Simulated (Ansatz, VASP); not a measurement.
# One calculation of Gd, two programs

The input INCAR:

```
PREC     = Accurate       # precision mode
ENCUT    = 520            # plane-wave cutoff, eV
EDIFF    = 1E-6           # SCF threshold, eV
ISMEAR   = 0              # smearing method
SIGMA    = 0.05           # smearing width, eV
LREAL    = False          # projectors in reciprocal space
LASPH    = True           # aspherical terms in the spheres
NELM     = 150            # most SCF steps
ALGO     = Normal         # electronic algorithm
ISIF     = 2              # what is computed and relaxed
LWAVE    = False          # write WAVECAR
LCHARG   = True           # write CHGCAR
ISPIN    = 2              # spin polarisation
MAGMOM   = 7 7            # initial moments
LORBIT   = 11             # projections on sites
LMAXMIX  = 6              # l up to which the mixer works
LDAU     = True           # DFT+U
LDAUTYPE = 2            
LDAUL    = 3              # shell
LDAUU    = 6              # U, eV
LDAUJ    = 0            
LDAUPRINT= 1            
GGA      = PE             # functional
LELF     = True           # ELF
LVHAR    = True         
NBANDS   = 29             # bands
```

Contents of KPOINTS:

```
Automatic mesh
0
Gamma
  10 10 6
```

Contents of POSCAR:

```
Gd
1.0
    3.6399995402      0.0000000000      0.0000000000
   -1.8199997701      3.1523320716      0.0000000000
    0.0000000000      0.0000000000      5.7803192698
Gd
2
Direct
    0.3333333333      0.6666666667      0.7500000000
    0.6666666667      0.3333333333      0.2500000000
```

Input for Ansatz:

```yaml
crystal:
  lattice:
    - [3.6399995402, 0.0, 0.0]
    - [-1.8199997701, 3.1523320716, 0.0]
    - [0.0, 0.0, 5.7803192698]
  atoms:
    - { symbol: Gd, position: [0.3333333333, 0.6666666667, 0.75], spin: 7.0 }
    - { symbol: Gd, position: [0.6666666667, 0.3333333333, 0.25], spin: 7.0 }
basis:
  ecutwfc: 420
  ecutrho_ratio: 4
kpoints:
  mp_grid: { grid: [10, 10, 6] }
hamiltonian:
  xc: pbe
  hubbard: { sites: [{ species: Gd, l: f, u_eff: 6.0 }] }
scf:
  occupations: { method: gaussian, width: 0.05 }
  lower_state_search: "off"
output:
  forces: true
  stress: true
  eigenvalues: true
  populations: true
  hubbard: { sites: [{ species: Gd, l: f }] }
magnetization:
  spin_polarized: true
checkpoint:
  read: start.run
  write: ck
  compress: false
  write_wavefunctions: false
  write_every: 100000
```

Alike in both runs: task single point; functional PBE; k mesh 10 × 10 × 6; occupations gaussian, width 0.05 eV; collinear spin; Hubbard terms Gd f U = 6.0 eV.

```csv
,VASP,Ansatz
version,VASP 6.6.1,Ansatz 0.2.0
potentials or method,"VASP PAW PBE potentials, release 64 (Gd)","scalar-relativistic, plane waves, PAW"
plane-wave cutoff (eV),520,420
valence electrons in the cell,36,36
```

|  | VASP | Ansatz | Ansatz less VASP |
| --- | --- | --- | --- |
| gap on the k mesh at the Fermi level (eV) | none | none | - |
| pressure (GPa) | 0.8 | 0.7 | -0.18 |
| largest component of the traceless stress (GPa) | 0.34 | 0.38 | +0.039 |
| net moment per atom (μB) | 7.76 | 7.76 | +0.003 |
| size of the moment on the site where the two differ most (μB) | 7.10 | 7.47 | +0.364 |

Site moments also hang on the region over which each program counts them. The programs project onto different local orbitals, so the same U acts differently. A gap of «none» marks a metal or a gap that the smearing closes. Ansatz warned: «filled_band_counts_differ_across_k_points».

Caveats: spin-orbit coupling is left out, which moves the levels of the heavy elements. The state reached can hang on the start; a lower one may exist.
